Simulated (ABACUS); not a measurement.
# Mo (Im-3m) in ABACUS: relaxation of cell and atoms with PBE

Aim: the relaxation of cell and atoms of Mo with PBE.

All numbers are computed with ABACUS 3.10.1; they aren't measurements. Logs are shortened: lines on timing, memory, paths and dates and some standing lists are left out, and cuts for length are marked.

### 1 The structure

It takes space group Im-3m (No. 229, cubic). Conventional cell: a = 3.168 Å, b = 3.168 Å, c = 3.168 Å, α = 90.00°, β = 90.00°, γ = 90.00°. Around Mo (site symmetry m-3m) lie 8 Mo at 2.74 Å.

### 2 Relaxation of cell and atoms, PBE

Input file INPUT:

```
INPUT_PARAMETERS
suffix              Mo
calculation         cell-relax
basis_type          pw
pseudo_dir          ./
symmetry            1
dft_functional      pbe
ecutwfc             81
pseudo_rcut         10
nspin               1
nbands              11
ks_solver           dav
smearing_method     fd
smearing_sigma      0.00367493
scf_thr             1e-08
scf_nmax            100
mixing_type         broyden
mixing_beta         0.7
cal_force           1
cal_stress          1
relax_nmax          60
force_thr_ev        0.005
relax_method        cg
out_stru            1
stress_thr          0.5
kpar                4
```

Input file STRU:

```
ATOMIC_SPECIES
Mo 95.9500 42_Mo_14_2.0_2.6_pbe_n_v1.0.upf

LATTICE_CONSTANT
1.8897261246

LATTICE_VECTORS
-1.5838089719 1.5838089719 1.5838089719
1.5838089719 -1.5838089719 1.5838089719
1.5838089719 1.5838089719 -1.5838089719

ATOMIC_POSITIONS
Cartesian

Mo
0.0
1
0.0000000000 0.0000000000 0.0000000000 1 1 1
```

Input file KPT:

```
K_POINTS
0
Gamma
10 10 10 0 0 0
```

Potentials or basis: SPMS ONCV 1.0 PBE, plane waves.

Started as:

```
> OMP_NUM_THREADS=1 mpirun -np 4 abacus > log
```

running log:

```text
ABACUS v3.10.1

               Atomic-orbital Based Ab-initio Computation at UStc

 ------------------------------------------------------------------------------------

 READING GENERAL INFORMATION
                           global_out_dir = OUT.Mo/
                           global_in_card = INPUT
                               pseudo_dir = ./
                              orbital_dir =
                                    DSIZE = 4
                                    GSIZE = 1

 READING UNITCELL INFORMATION
                                    ntype = 1
                  lattice constant (Bohr) = 1.88973
              lattice constant (Angstrom) = 1

 READING ATOM TYPE 1
                               atom label = Mo
                      L=0, number of zeta = 1
                      L=1, number of zeta = 1
                      L=2, number of zeta = 1
             number of atom for this type = 1

                        TOTAL ATOM NUMBER = 1
CARTESIAN COORDINATES ( UNIT =       1.889726124600 Bohr ).
    atom                   x                   y                   z     mag                  vx                  vy                  vz
tauc_Mo1            0.0000000000        0.0000000000        0.0000000000  0.0000        0.0000000000        0.0000000000        0.0000000000

                          Volume (Bohr^3) = 107.242
                             Volume (A^3) = 15.8916

 Lattice vectors: (Cartesian coordinate: in unit of a_0)
             -1.58381            +1.58381            +1.58381
             +1.58381            -1.58381            +1.58381
             +1.58381            +1.58381            -1.58381
 Reciprocal vectors: (Cartesian coordinate: in unit of 2 pi/a_0)
                   +0           +0.315695           +0.315695
            +0.315695                  +0           +0.315695
            +0.315695           +0.315695                  +0
 The esolver type has been set to : ksdft_pw

                PAO radial cut off (Bohr) = 10

 Read in pseudopotential file is 42_Mo_14_2.0_2.6_pbe_n_v1.0.upf
                     pseudopotential type = NC
          exchange-correlation functional = PBE
                 nonlocal core correction = 1
                        valence electrons = 14
                                     lmax = 2
                           number of zeta = 4
                     number of projectors = 6
                           L of projector = 0
                           L of projector = 0
                           L of projector = 1
                           L of projector = 1
                           L of projector = 2
                           L of projector = 2
     initial pseudo atomic orbital number = 10

 SETUP THE ELECTRONS NUMBER
[... 290 lines left out ...]

                          Volume (Bohr^3) = 104.462487
                             Volume (A^3) = 15.479725
[... 10 lines left out ...]
 -------------------------------------------
 STEP OF RELAXATION : 2
 -------------------------------------------

[... set-up of the moved cell ...]

 PW ALGORITHM --------------- ION=   2  ELEC=   1--------------------------------
 Notice: Threshold on eigenvalues was too large.
 hsover_error=0.140000 > DRHO=0.000129
 Origin diag ethr = 0.010000
 New diag ethr = 0.000001

 Density error is 0.000083649901
                          Error Threshold = 0.000000920196
----------------------------------------------------------
     Energy           Rydberg                 eV
----------------------------------------------------------
 E_KohnSham     -140.1607810383      -1906.9852582518
 E_Harris       -140.1014850064      -1906.1784943481
 E_Fermi        1.6005006038         21.7759278642
----------------------------------------------------------

[... 2 further cycles ...]
 PW ALGORITHM --------------- ION=   2  ELEC=   4--------------------------------

 Density error is 0.000000000825
                          Error Threshold = 0.000000000455
----------------------------------------------------------
     Energy           Rydberg                 eV
----------------------------------------------------------
 E_KohnSham     -140.1608042387      -1906.9855739086
 E_KS(sigma->0) -140.1605060841      -1906.9815173075
 E_Harris       -140.1608044233      -1906.9855764205
 E_band         -3.4206106577        -46.5397955842
 E_one_elec     -16.9686743762       -230.8706590232
 E_Hartree      17.4198126603        237.0087102730
 E_xc           -20.4026551896       -277.5923649079
 E_Ewald        -120.2086910240      -1635.5231470483
 E_entropy(-TS) -0.0005963092        -0.0081132023
 E_descf        0.0000000000         0.0000000000
[... 29 lines left out ...]
 Largest gradient in stress is 51.354307 kbar.
 Threshold is 0.500000 kbar.

 Relaxation is not converged yet!
CARTESIAN COORDINATES ( UNIT =       1.889726124600 Bohr ).
    atom                   x                   y                   z     mag                  vx                  vy                  vz
tauc_Mo1            0.0000000000        0.0000000000        0.0000000000  0.0000        0.0000000000        0.0000000000        0.0000000000

                          Volume (Bohr^3) = 106.500301
                             Volume (A^3) = 15.781697
[... 10 lines left out ...]
 -------------------------------------------
 STEP OF RELAXATION : 3
 -------------------------------------------

[... set-up of the moved cell ...]

 PW ALGORITHM --------------- ION=   3  ELEC=   1--------------------------------
 Notice: Threshold on eigenvalues was too large.
 hsover_error=0.140000 > DRHO=0.000324
 Origin diag ethr = 0.010000
 New diag ethr = 0.000002

 Density error is 0.000261517726
                          Error Threshold = 0.000002311680
----------------------------------------------------------
     Energy           Rydberg                 eV
----------------------------------------------------------
 E_KohnSham     -140.1610776693      -1906.9892941224
 E_Harris       -140.2673501357      -1908.4352052060
 E_Fermi        1.5691087736         21.3488201023
----------------------------------------------------------

[... 2 further cycles ...]
 PW ALGORITHM --------------- ION=   3  ELEC=   4--------------------------------

 Density error is 0.000000002716
                          Error Threshold = 0.000000001537
----------------------------------------------------------
     Energy           Rydberg                 eV
----------------------------------------------------------
 E_KohnSham     -140.1611524584      -1906.9903116807
 E_KS(sigma->0) -140.1608293335      -1906.9859153413
 E_Harris       -140.1611496243      -1906.9902731213
 E_band         -3.8953996515        -52.9996312471
 E_one_elec     -18.0540424760       -245.6378496080
 E_Hartree      17.7081831616        240.9321922256
 E_xc           -20.3776035816       -277.2515202952
 E_Ewald        -119.4370433126      -1625.0243413243
 E_entropy(-TS) -0.0006462497        -0.0087926788
 E_descf        0.0000000000         0.0000000000
[... 107 lines left out ...]
 Largest gradient in stress is 0.237767 kbar.
 Threshold is 0.500000 kbar.

 Relaxation is converged!

 --------------------------------------------
 !FINAL_ETOT_IS -1906.9903116807242895 eV
 --------------------------------------------
```

Wall time 6 s (4 MPI ranks of Intel Xeon Platinum 8488C (Sapphire Rapids), shared host); peak memory 0.36 GiB.

Results:

- Free energy: -1906.9903 eV
- Relaxed volume: 15.78 Å³/atom
- Relaxed cell: a = 2.737 Å, b = 2.737 Å, c = 2.737 Å, α = 109.47°, β = 109.47°, γ = 109.47°
- Space group after relaxing (to 0.05 Å): Im-3m (No. 229)
- Energy gained by relaxing: 0.6 meV/atom
- Ionic steps: 3
- Pressure after relaxing: 0.0 GPa
- Band gap on the k mesh: none (metal or under the smearing width)

Step by step:
```tsv
step	energy change (eV)	largest force (eV/Å)	pressure (GPa)	volume (Å³)
1	0.0000	0.0000	-1.76	15.89
2	0.0041	0.0000	5.14	15.48
3	-0.0006	0.0000	-0.02	15.78
```

Final structure:
```
Mo
1.0
    -1.58015    1.58015    1.58015
     1.58015   -1.58015    1.58015
     1.58015    1.58015   -1.58015
Mo
1
Direct
  0.00000 0.00000 0.00000
```

Levels at points of the mesh, in eV from the Fermi level:
```
           k point  band 4  band 5  band 6  band 7  band 8  band 9
(0.00, 0.00, 0.00)  -34.63   -7.31   -1.45   -1.45   -1.45    1.54
(0.50, 0.50, 0.00)  -34.64   -5.37   -3.46    1.47    1.57    2.19
(0.50, 0.50, 0.50)  -35.57   -5.48   -5.48    3.83    3.83    3.83
```
